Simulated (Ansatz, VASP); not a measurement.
H2C19 in VASP and in Ansatz

```
C H
1.0
     7.39800    0.00000    0.00000
    -3.69900    6.40686    0.00000
     0.00000    0.00000   11.00000
C H
19 2
Direct
  0.99609 0.01124 0.08063
  0.21907 0.12396 0.07893
  0.99126 0.34098 0.09031
  0.21348 0.44595 0.12189
  0.99695 0.67898 0.08657
  0.21758 0.79365 0.09038
  0.32919 0.01064 0.07897
  0.55216 0.12337 0.08067
  0.33068 0.34096 0.09032
  0.55130 0.45563 0.08654
  0.33477 0.68865 0.12194
  0.55700 0.79365 0.09036
  0.66238 0.01063 0.07895
  0.88587 0.12398 0.07892
  0.66228 0.34361 0.08194
  0.88530 0.45563 0.08655
  0.66295 0.67899 0.08656
  0.88597 0.79099 0.08194
  0.27413 0.56724 0.24019
  0.39958 0.56723 0.29189
  0.14862 0.56708 0.29191
```

Alike in both runs: functional PBE; k mesh 2 × 2 × 1; occupations gaussian, width 0.02 eV; no spin polarisation.

Ansatz relaxed the structure, and its values are those at the end. VASP's run is a single point on that final structure, the one shown.

|  | VASP | Ansatz |
| --- | --- | --- |
| version | VASP 6.6.1 | Ansatz 0.2.0 |
| potentials or method | VASP PAW PBE potentials, release 64 (C, H) | scalar-relativistic, plane waves, PAW |
| plane-wave cutoff (eV) | 520 | 420 |
| valence electrons in the cell | 78 | 78 |

VASP gave:

```
rms of the force components (eV/Å) : 0.012
```

Question: Estimate Ansatz's values.

Answer: rms of the force components (eV/Å): 0.003.

With one functional, cell and mesh, what is left measures potentials, basis and numerics. Ansatz warned: «xc_potential_rough_in_thin_density».

Caveats: the k mesh is coarse (spacing up to 0.49 Å⁻¹), so the values aren't converged.
